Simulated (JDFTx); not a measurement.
Runs of JDFTx 1.7.0 (patched build) on MnO. The structure is cubic, space group Fm-3m (No. 225). The conventional cell has a = 4.448 Å, b = 4.448 Å, c = 4.448 Å, α = 90.00°, β = 90.00°, γ = 90.00°. Mn (site symmetry m-3m) has 6 O at 2.22 Å as nearest neighbours. O (site symmetry m-3m) has 6 Mn at 2.22 Å as nearest neighbours. The cell is a database's computed one.

```tsv
level	potentials or basis	k mesh	local potential set to -Z/r beyond	SCF threshold on the energy	pseudo rcut	mesh quality	gap on the mesh (eV)	pressure (GPa)	moment (μB)
PBEsol	PseudoDojo-SR-PBEsol-0.4.1-standard with smoothed tails	10 × 10 × 10	6 bohr	1e-09 Ha	6	not flagged	none	-6.8	(b)
BLYP	PseudoDojo-SR-PBE-0.5-standard with smoothed tails	10 × 10 × 10	6 bohr	1e-09 Ha	6	not flagged	none	5.1	4.79
RPBE	PseudoDojo-SR-PBE-0.5-standard with smoothed tails	10 × 10 × 10	6 bohr	1e-09 Ha	6	not flagged	none	6.2	4.88
PBE	PseudoDojo-SR-PBE-0.5-standard	10 × 10 × 10	-	1e-09 Ha	-	not flagged	none	0.5	4.83
revPBE	PseudoDojo-SR-PBE-0.5-standard with smoothed tails	10 × 10 × 10	6 bohr	1e-09 Ha	6	not flagged	none	4.8	(d)
PBE	PseudoDojo-SR-PBE-0.5-standard with smoothed tails	10 × 10 × 10	6 bohr	1e-09 Ha	6	not flagged	none	0.5	4.83
LDA	PseudoDojo-SR-LDA-0.4.1-standard with smoothed tails	10 × 10 × 10	6 bohr	1e-09 Ha	6	not flagged	none	(c)	4.65
PBE0	PseudoDojo-SR-PBE-0.5-standard with smoothed tails	3 × 3 × 3	6 bohr	1e-07 Ha	6	coarse	(a)	1.3	5.00
```

Alike in all rows: task single point; spin collinear, ferromagnetic start; cell as given; cutoff (eV) 1306; smearing fermi-dirac 0.05 eV.

Problem. Fill in the values left out.

Solution. (a) 2.74; (b) 4.80; (c) -16.0; (d) 4.87.

Caveats: some runs use coarse meshes; a cell with one magnetic atom can't hold antiferromagnetic order, which such compounds often take; semilocal functionals often make such compounds metallic where correlation or magnetic order opens a gap, which also shifts bond lengths (some runs); the potentials were made for another functional, which shifts forces and pressure (some runs); so large a pressure means that the cell lies far from this level's equilibrium, or that cutoff or potentials fall short (some runs); the hybrid runs on potentials with a model core (some runs); an odd mesh through Γ misses points on the zone boundary, where band edges often lie (some runs).

A gap of «none» marks a metal or a gap under the smearing width.

Not every run made on this cell is shown here.
